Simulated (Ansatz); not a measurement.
Ribbons are cut from the relaxed Ge monolayer (P-3m1, bond 2.43 Å, gap on the mesh 0.00 eV); N counts dimer lines (armchair) or zigzag chains, and the edge energy is per length, the mean of both edges over the sheet.

Level of theory: DFT PBE, scalar-relativistic, plane waves, PAW in Ansatz.

Plane waves to 420 eV, a k mesh through Γ of 1×1×8 on the computed 14-atom cell and Gaussian smearing (0.05 eV); no spin polarisation.

Start (armchair, N = 7):

```yaml
crystal:
  lattice:
    - [21.10000, 0.00000, 0.00000]
    - [0.00000, 10.00000, 0.00000]
    - [0.00000, 0.00000, 7.00411]
  atoms:
    - { symbol: Ge, position: [0.78748, 0.46610, 0.33333] }
    - { symbol: Ge, position: [0.59583, 0.46610, 0.33333] }
    - { symbol: Ge, position: [0.69165, 0.46610, 0.83333] }
    - { symbol: Ge, position: [0.40417, 0.46610, 0.33333] }
    - { symbol: Ge, position: [0.50000, 0.46610, 0.83333] }
    - { symbol: Ge, position: [0.21252, 0.46610, 0.33333] }
    - { symbol: Ge, position: [0.30835, 0.46610, 0.83333] }
    - { symbol: Ge, position: [0.69165, 0.53390, 0.16667] }
    - { symbol: Ge, position: [0.78748, 0.53390, 0.66667] }
    - { symbol: Ge, position: [0.50000, 0.53390, 0.16667] }
    - { symbol: Ge, position: [0.59583, 0.53390, 0.66667] }
    - { symbol: Ge, position: [0.30835, 0.53390, 0.16667] }
    - { symbol: Ge, position: [0.40417, 0.53390, 0.66667] }
    - { symbol: Ge, position: [0.21252, 0.53390, 0.66667] }
```

Question: What does the relaxation give?

Answer: The free energy falls by 43 meV/atom.

* edge energy (eV/Å): 0.243
* period (Å): 6.936
* gap on the mesh (eV): 0.20

Relaxed structure:
```xyz
14
Lattice="21.1000 0.0000 0.0000 0.0000 10.0000 0.0000 0.0000 0.0000 6.9357" Properties=species:S:1:pos:R:3 pbc="T T T"
Ge   16.3128    4.2091    2.5784
Ge   12.6002    4.6624    2.3124
Ge   14.6435    4.6057    5.7509
Ge    8.4998    4.6624    2.3124
Ge   10.5500    4.7176    5.7565
Ge    4.7872    4.2091    2.5784
Ge    6.4565    4.6057    5.7509
Ge   14.6435    5.3943    1.1849
Ge   16.3128    5.7909    4.3573
Ge   10.5500    5.2824    1.1793
Ge   12.6002    5.3376    4.6233
Ge    6.4565    5.3943    1.1849
Ge    8.4998    5.3376    4.6233
Ge    4.7872    5.7909    4.3573
```

Edges run without spin may have a lower magnetic state.

It took 3.1 min on 4 threads of Arm Neoverse V1 (shared host), peak memory 3.7 GiB.